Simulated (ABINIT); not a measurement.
# TaS2 (P-3m1) in ABINIT: convergence with tolvrs

Aim: find how far tolvrs must go before the results for TaS2 settle, at PBEsol. This setting moves, with any that are tied to it; all else stays.

All numbers are computed with ABINIT 10.8.3 (patched build); they aren't measurements. Logs are shortened: lines on timing, memory, paths and dates and some standing lists are left out, and cuts for length are marked. The log counts tension as positive stress, the text compression.

## Step 1: The crystal as given

It takes space group P-3m1 (No. 164, trigonal). Conventional cell: a = 3.350 Å, b = 3.350 Å, c = 5.860 Å, α = 90.00°, β = 90.00°, γ = 120.00°. Ta (site symmetry -3m) is surrounded by 6 S at 2.43 Å. S (site symmetry 3m) is surrounded by 3 Ta at 2.43 Å.

## Step 2: With tolvrs 0.01

Input file run.abi:

```
# Pseudopotentials
pp_dirpath "./"
pseudos "Ta.upf, S.upf"

# Structure
acell 3*1.0
rprim
     6.3305825175     0.0000000000     0.0000000000
    -3.1652912587     5.4824452809     0.0000000000
     0.0000000000     0.0000000000    11.0737950903
ntypat 2
znucl 73 16
natom 3
typat 1 2 2
xred
     0.0000000000     0.0000000000     0.0000000000
     0.6666666667     0.3333333333     0.7500000000
     0.3333333333     0.6666666667     0.2500000000

# Plane-wave basis
ecut 66.0

# k points
kptopt 1
ngkpt 5 5 3
nshiftk 1
shiftk 0.0 0.0 0.0

# Exchange and correlation
ixc -116133

# Bands and occupations
nband 24
occopt 7
tsmear 0.05 eV

# SCF cycle
nstep 100
tolvrs 0.01

# Output
iomode 3
prtwf 0
prtden 0
prteig 0
prtebands 0
enunit 1
prtvol 2
```

Potentials or basis: PseudoDojo NC SR PBEsol v0.4 stringent.

Launch:

```bash
> abinit run.abi > log 2>&1
```

It took 3.3 min on 1 thread of Arm Neoverse V1, shared host; peak memory 0.16 GiB.

Results (log left out):

```yaml
Free_energy: -9423.0001 eV
Pressure: 4.5 GPa
Largest_force: 0.854 eV/Å
Band_gap_on_the_k_mesh: none (metal or under the smearing width)
Valence_electrons_inside_the_program's_atomic_spheres: Ta 23.16; S 3.99
```

## Step 3: With tolvrs 0.001

run.abi: that of step 2 with these lines changed.

```diff
@@ -38,3 +38,3 @@
 nstep 100
-tolvrs 0.01
+tolvrs 0.001
```

Potentials or basis: PseudoDojo NC SR PBEsol v0.4 stringent.

Launch:

```bash
> abinit run.abi > log 2>&1
```

Wall time 3.3 min (1 thread of Arm Neoverse V1, shared host); peak memory 0.16 GiB.

The run converged. Its results:

| Item | Value |
| --- | --- |
| Free energy | -9423.0001 eV |
| Pressure | 4.5 GPa |
| Largest force | 0.854 eV/Å |
| Band gap on the k mesh | none (metal or under the smearing width) |
| Valence electrons inside the program's atomic spheres | Ta 23.16; S 3.99 |

## Step 4: With tolvrs 0.0001

run.abi: that of step 3 with these lines changed.

```diff
@@ -38,3 +38,3 @@
 nstep 100
-tolvrs 0.001
+tolvrs 0.0001
```

Launch:

```bash
> abinit run.abi > log 2>&1
```

Run time: 3.5 min. Hardware: 1 thread of Arm Neoverse V1, shared host; peak memory 0.16 GiB.

The run converged. Its results:

- Free energy: -9423.0001 eV
- Pressure: 4.6 GPa
- Largest force: 0.855 eV/Å
- Band gap on the k mesh: none (metal or under the smearing width)
- Valence electrons inside the program's atomic spheres: Ta 23.16; S 3.99

## Step 5: With tolvrs 1e-05

run.abi: that of step 4 with these lines changed.

```diff
@@ -38,3 +38,3 @@
 nstep 100
-tolvrs 0.0001
+tolvrs 1.0e-5
```

Launch:

```bash
> abinit run.abi > log 2>&1
```

Run time: 3.7 min. Hardware: 1 thread of Arm Neoverse V1, shared host; peak memory 0.16 GiB.

It converged, with:

```yaml
Free_energy: -9423.0001 eV
Pressure: 4.6 GPa
Largest_force: 0.856 eV/Å
Band_gap_on_the_k_mesh: none (metal or under the smearing width)
Valence_electrons_inside_the_program's_atomic_spheres: Ta 23.16; S 3.99
```

## Step 6: With tolvrs 1e-06

run.abi: that of step 5 with these lines changed.

```diff
@@ -38,3 +38,3 @@
 nstep 100
-tolvrs 1.0e-5
+tolvrs 1.0e-6
```

Potentials or basis: PseudoDojo NC SR PBEsol v0.4 stringent.

Launch:

```bash
> abinit run.abi > log 2>&1
```

It took 3.7 min on 1 thread of Arm Neoverse V1, shared host; peak memory 0.16 GiB.

It converged, with:

| Property | Result |
| --- | --- |
| Free energy | -9423.0001 eV |
| Pressure | 4.6 GPa |
| Largest force | 0.856 eV/Å |
| Band gap on the k mesh | none (metal or under the smearing width) |
| Valence electrons inside the program's atomic spheres | Ta 23.16; S 3.99 |

## Step 7: With tolvrs 1e-08

run.abi: that of step 6 with these lines changed.

```diff
@@ -38,3 +38,3 @@
 nstep 100
-tolvrs 1.0e-6
+tolvrs 1.0e-8
```

Launch:

```bash
> abinit run.abi > log 2>&1
```

It took 4 min on 1 thread of Arm Neoverse V1, shared host; peak memory 0.16 GiB.

Results (log left out):

```yaml
Free_energy: -9423.0001 eV
Pressure: 4.6 GPa
Largest_force: 0.856 eV/Å
Band_gap_on_the_k_mesh: none (metal or under the smearing width)
Valence_electrons_inside_the_program's_atomic_spheres: Ta 23.16; S 3.99
```

## Step 8: With tolvrs 1e-10

run.abi: that of step 7 with these lines changed.

```diff
@@ -38,3 +38,3 @@
 nstep 100
-tolvrs 1.0e-8
+tolvrs 1.0e-10
```

Launch:

```bash
> abinit run.abi > log 2>&1
```

It took 4.1 min on 1 thread of Arm Neoverse V1, shared host; peak memory 0.16 GiB.

Results (log left out):

| Property | Result |
| --- | --- |
| Free energy | -9423.0001 eV |
| Pressure | 4.6 GPa |
| Largest force | 0.856 eV/Å |
| Band gap on the k mesh | none (metal or under the smearing width) |
| Valence electrons inside the program's atomic spheres | Ta 23.16; S 3.99 |

## Step 9: With tolvrs 1e-13

run.abi: that of step 8 with these lines changed.

```diff
@@ -38,3 +38,3 @@
 nstep 100
-tolvrs 1.0e-10
+tolvrs 1.0e-13
```

Potentials or basis: PseudoDojo NC SR PBEsol v0.4 stringent.

Launch:

```bash
> abinit run.abi > log 2>&1
```

run.abo:

```text
.Version 10.8.3 of ABINIT
 Symmetries : space group P-3 m 1 (#164); Bravais hP (primitive hexag.)
================================================================================
 Values of the parameters that define the memory need of the present run
     intxc =       0    ionmov =       0      iscf =       7    lmnmax =       8
     lnmax =       8     mgfft =      90  mpssoang =       4    mqgrid =    4050
     natom =       3  nloc_mem =       1    nspden =       1   nspinor =       1
    nsppol =       1      nsym =      12    n1xccc =    2501    ntypat =       2
    occopt =       7   xclevel =       2
       mpw =        9868          nfft =      207360          nkpt =          12
================================================================================
================================================================================

--------------------------------------------------------------------------------
------------- Echo of variables that govern the present computation ------------
--------------------------------------------------------------------------------
 -outvars: echo values of preprocessed input variables --------
            acell      1.0000000000E+00  1.0000000000E+00  1.0000000000E+00 Bohr
              amu      1.80947900E+02  3.20660000E+01
             ecut      6.60000000E+01 Hartree
           enunit           1
              ixc     -116133
         kptrlatt        5    0    0      0    5    0      0    0    3
          kptrlen      3.16529126E+01
            natom           3
            nband          24
            ngfft          48      48      90
             nkpt          12
            nstep         100
             nsym          12
           ntypat           2
           occopt           7
           prtden           0
        prtebands           0
           prteig           0
           prtvol           2
            prtwf           0
            rprim      6.3305825175E+00  0.0000000000E+00  0.0000000000E+00
                      -3.1652912587E+00  5.4824452809E+00  0.0000000000E+00
                       0.0000000000E+00  0.0000000000E+00  1.1073795090E+01
          spgroup         164
           tolvrs      1.00000000E-13
           tsmear      1.83746611E-03 Hartree
            typat      1  2  2
           xangst      0.0000000000E+00  0.0000000000E+00  0.0000000000E+00
                       1.6749999989E+00  9.6706170024E-01  4.3949999970E+00
                       1.7639316746E-11  1.9341234005E+00  1.4649999990E+00
            xcart      0.0000000000E+00  0.0000000000E+00  0.0000000000E+00
                       3.1652912588E+00  1.8274817603E+00  8.3053463177E+00
                       3.3333477699E-11  3.6549635206E+00  2.7684487726E+00
[... 207 lines left out ...]
 kpt#   2, nband= 24, wtk=  0.08000, kpt=  0.2000  0.0000  0.0000 (reduced coord)
 -61.17974  -27.72399  -27.64101  -27.62031  -12.89983  -12.88039  -12.82339  -12.81910
 -12.81633  -12.80858  -12.80605   -6.96877   -5.47437    1.25211    2.64874    3.57587
   4.04723    5.58584    6.15330    7.29468    8.82794    8.90672   11.47109   11.78901
 kpt#   3, nband= 24, wtk=  0.08000, kpt=  0.4000  0.0000  0.0000 (reduced coord)
 -61.17233  -27.89306  -27.68037  -27.58636  -12.89056  -12.88902  -12.82701  -12.81368
 -12.81176  -12.81122  -12.80707   -5.93960   -5.32909    0.99634    2.54044    3.10063
   3.54571    4.40298    5.30286    6.81507    9.79277   10.23950   12.29095   12.63888
 kpt#   4, nband= 24, wtk=  0.08000, kpt=  0.2000  0.2000  0.0000 (reduced coord)
 -61.17375  -27.83336  -27.70163  -27.59284  -12.89106  -12.88873  -12.82228  -12.81866
 -12.81174  -12.81115  -12.80788   -6.04618   -5.49523    2.16753    2.33171    2.42882
   3.66966    3.94165    5.31900    7.89702    8.95514   10.24425   11.03398   13.40442
 kpt#   5, nband= 24, wtk=  0.08000, kpt=  0.4000  0.2000  0.0000 (reduced coord)
[... 16 lines left out ...]
 -61.17233  -27.89304  -27.68036  -27.58643  -12.89056  -12.88903  -12.82700  -12.81364
 -12.81176  -12.81122  -12.80706   -6.02119   -5.20236    0.82968    2.00652    3.43694
   3.48391    5.33817    5.52325    6.42651    9.81868   10.31850   12.07996   12.26878
 kpt#  10, nband= 24, wtk=  0.08000, kpt= -0.2000  0.0000  0.3333 (reduced coord)
 -61.17974  -27.72398  -27.64101  -27.62042  -12.89985  -12.88039  -12.82338  -12.81910
 -12.81633  -12.80856  -12.80605   -6.80181   -5.73155    1.63952    2.66650    3.54429
   3.91176    5.56314    5.63599    7.31766    8.97894    9.72066   11.10020   11.58664
 kpt#  11, nband= 24, wtk=  0.16000, kpt=  0.2000  0.2000  0.3333 (reduced coord)
 -61.17375  -27.83334  -27.70163  -27.59292  -12.89106  -12.88873  -12.82226  -12.81866
 -12.81171  -12.81116  -12.80787   -5.91949   -5.63323    1.81895    2.01389    3.27380
   3.77293    3.95530    5.22258    8.01159    8.56480   10.25737   11.17178   12.53295
 kpt#  12, nband= 24, wtk=  0.16000, kpt=  0.4000  0.2000  0.3333 (reduced coord)
 -61.17004  -27.88463  -27.75405  -27.57607  -12.89386  -12.88559  -12.82300  -12.81360
 -12.81330  -12.81116  -12.80936   -5.64281   -5.16314    1.08451    2.12344    3.08229
   3.56854    3.89230    4.64710    7.83699    9.64742    9.82189   11.57344   12.95058
 Total charge density [el/Bohr^3]
)     Maximum=    4.8095E+00  at reduced coord.    0.9583    0.8958    0.9667
)Next maximum=    4.8095E+00  at reduced coord.    0.9375    0.8958    0.9667
)     Minimum=    1.5819E-03  at reduced coord.    0.3333    0.6667    0.2444
)Next minimum=    1.5819E-03  at reduced coord.    0.6667    0.3333    0.7556
   Integrated=    3.9000E+01

--- !EnergyTerms
iteration_state     : {dtset: 1, }
comment             : Components of total free energy in Hartree
kinetic             :  2.15084871574988E+02
hartree             :  1.62064300548019E+02
xc                  : -5.85059218438456E+01
Ewald energy        : -1.58213604661682E+02
psp_core            :  6.53402031184039E+00
local_psp           : -3.99778355115757E+02
non_local_psp       : -1.13474112352806E+02
internal            : -3.46288801539244E+02
'-kT*entropy'       : -6.39469811519173E-05
total_energy        : -3.46288865486225E+02
total_energy_eV     : -9.42300007142824E+03
band_energy         : -1.62871770425477E+01
...

 Cartesian components of stress tensor (hartree/bohr^3)
  sigma(1 1)= -1.09293665E-04  sigma(3 2)=  0.00000000E+00
  sigma(2 2)= -1.09293665E-04  sigma(3 1)=  0.00000000E+00
  sigma(3 3)= -2.48079840E-04  sigma(2 1)= -1.54047746E-13

-Cartesian components of stress tensor (GPa)         [Pressure=  4.5766E+00 GPa]
- sigma(1 1)= -3.21553063E+00  sigma(3 2)=  0.00000000E+00
- sigma(2 2)= -3.21553063E+00  sigma(3 1)=  0.00000000E+00
- sigma(3 3)= -7.29876089E+00  sigma(2 1)= -4.53224116E-09

== END DATASET(S) ==============================================================
================================================================================

 -outvars: echo values of variables after computation  --------
            acell      1.0000000000E+00  1.0000000000E+00  1.0000000000E+00 Bohr
           etotal     -3.4628886549E+02
            fcart     -0.0000000000E+00  3.2742630769E-29  1.1564823173E-18
                      -2.5520355029E-28 -4.0928288461E-28 -1.6645801075E-02
                       2.5520355029E-28  3.7654025384E-28  1.6645801075E-02
            rprim      6.3305825175E+00  0.0000000000E+00  0.0000000000E+00
                      -3.1652912587E+00  5.4824452809E+00  0.0000000000E+00
                       0.0000000000E+00  0.0000000000E+00  1.1073795090E+01
           strten     -1.0929366462E-04 -1.0929366457E-04 -2.4807984022E-04
                       0.0000000000E+00  0.0000000000E+00 -1.5404774602E-13
           xangst      0.0000000000E+00  0.0000000000E+00  0.0000000000E+00
                       1.6749999989E+00  9.6706170024E-01  4.3949999970E+00
                       1.7639316746E-11  1.9341234005E+00  1.4649999990E+00
             xred      0.0000000000E+00  0.0000000000E+00  0.0000000000E+00
                       6.6666666667E-01  3.3333333333E-01  7.5000000000E-01
                       3.3333333333E-01  6.6666666667E-01  2.5000000000E-01
 Calculation completed.
```

It took 4.5 min on 1 thread of Arm Neoverse V1, shared host; peak memory 0.16 GiB.

What came out:

```
Free energy                                           : -9423.0001 eV
Pressure                                              : 4.6 GPa
Largest force                                         : 0.856 eV/Å
Band gap on the k mesh                                : none (metal or under the smearing width)
Valence electrons inside the program's atomic spheres : Ta 23.16; S 3.99
```

## Step 10: The series at a glance

| tolvrs | energy less the tightest run, at zero smearing (meV/atom) | pressure (GPa) | SCF cycles | CPU time (s) | peak memory (GiB) |
| --- | --- | --- | --- | --- | --- |
| 0.01 | 0.00 | 4.54 | 19 | 200 | 0.16 |
| 0.001 | 0.00 | 4.54 | 19 | 200 | 0.16 |
| 0.0001 | 0.00 | 4.58 | 20 | 210 | 0.16 |
| 1e-05 | 0.00 | 4.58 | 21 | 220 | 0.16 |
| 1e-06 | 0.00 | 4.58 | 21 | 220 | 0.16 |
| 1e-08 | 0.00 | 4.58 | 23 | 240 | 0.16 |
| 1e-10 | 0.00 | 4.58 | 24 | 240 | 0.16 |
| 1e-13 | 0.00 | 4.58 | 26 | 270 | 0.16 |

Against the tightest run, the energy stays within 1 meV/atom from 0.01 on; the pressure stays within 0.1 GPa from 0.01 on. The tightest run that finished is the yardstick and may itself not be fully converged.

Caveats: all runs use coarse meshes; this functional lacks dispersion, which binds the layers, so the pressure and a relaxed spacing across them are unreliable.
